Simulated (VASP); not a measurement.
**Ge: single point with PBE**

The system is Ge.

```xyz
2
Lattice="-2.4959 2.6509 1.4369 2.4959 -2.6509 1.4369 2.4959 2.6509 -1.4369" Properties=species:S:1:pos:R:3 pbc="T T T"
Ge    0.0000    1.3254    0.1841
Ge    2.4959    1.3254    1.2529
```

This isn't the form of Ge at room conditions, which is diamond.

```
Program                : VASP 6.6.1
Task                   : single point
Functional             : PBE
Potentials or basis    : VASP PAW PBE potentials, release 64 (Ge_d_GW)
Cutoff                 : 500 eV
k mesh                 : 7 × 7 × 7
Occupations            : gaussian, width 0.02 eV
Spin                   : no spin polarisation
Further INCAR settings : ALGO = Normal; EDIFF = 1e-06
```

The pressure is -0.2 GPa, the largest force is 0.079 eV/Å and the band gap on the k mesh is none (metal or under the smearing width).

Forces on the atoms (eV/Å):
```
Ge   0.000  0.000  0.079
Ge   0.000  0.000 -0.079
```

Stress tensor (GPa, compression positive):
```
 2.11  0.00  0.00
 0.00 -3.10  0.00
 0.00  0.00  0.25
```

Levels at points of the mesh, in eV from the Fermi level:
| k point | band 12 | band 13 | band 14 | band 15 | band 16 | band 17 |
| --- | --- | --- | --- | --- | --- | --- |
| (0.00, 0.00, 0.00) | -3.71 | -2.23 | -1.80 | 3.60 | 7.06 | 7.29 |

Wall time 59 s on 1 thread of AMD EPYC 7R43 64-Core Processor (Zen 3) (shared host), peak memory 0.14 GiB.

Caveat: the k mesh is coarse (spacing up to 0.36 Å⁻¹), so the values aren't converged.
